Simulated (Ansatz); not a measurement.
The system is TiSe.

```xyz
4
Lattice="3.5590 0.0000 0.0000 -1.7795 3.0822 0.0000 0.0000 0.0000 6.2200" Properties=species:S:1:pos:R:3 pbc="T T T"
Se    1.7795    1.0274    4.6650
Se    0.0000    2.0548    1.5550
Ti    0.0000    0.0000    3.1100
Ti    0.0000    0.0000    0.0000
```

| Property | Result |
| --- | --- |
| Program | Ansatz 0.2.0 |
| Task | relaxation of cell and atoms |
| Functional | PBEsol |
| Dispersion | D4 |
| Potentials or basis | Ansatz PAW |
| Cutoff | 420 eV (not typed: the program's choice for these potentials) |
| k mesh | 9 × 9 × 5 |
| Occupations | fermi-dirac, width 0.05 eV |
| Spin | no spin polarisation |

At the start: volume 17.06 Å³/atom.

Question: How do energy, volume and symmetry change on relaxing?

Answer: It ends after 9 steps and the volume is 16.22 Å³/atom (-4.9 %); space group P6_3/mmc (No. 194, to 0.05 Å).

The path:
```
step  energy change (eV)  largest force (eV/Å)  volume (Å³)
   1              0.0000                0.0000        68.23
   2             -0.2374                0.0000        66.05
   3             -0.2751                0.0000        64.13
   4             -0.2905                0.0000        65.20
   5             -0.2912                0.0000        64.92
   6             -0.2912                0.0000        64.88
   7             -0.2915                0.0000        64.88
   8             -0.2915                0.0000        64.90
   9             -0.2915                0.0000        64.90
```

Final structure:
```xyz
4
Lattice="3.3368 0.0000 0.0000 -1.6684 2.8897 0.0000 0.0000 0.0000 6.7307" Properties=species:S:1:pos:R:3 pbc="T T T"
Se    1.6684    0.9632    5.0480
Se    0.0000    1.9265    1.6827
Ti    0.0000    0.0000    3.3653
Ti    0.0000    0.0000    0.0000
```

Caveat: the plane-wave basis is chosen anew once the cell has moved, so the energies of steps on either side of that aren't comparable; pairwise dispersion overbinds metals, which lowers pressure and volume; the PAW data sets come from PBE, with cores solved anew for the run's functional, which leaves a small shift of forces and pressure.
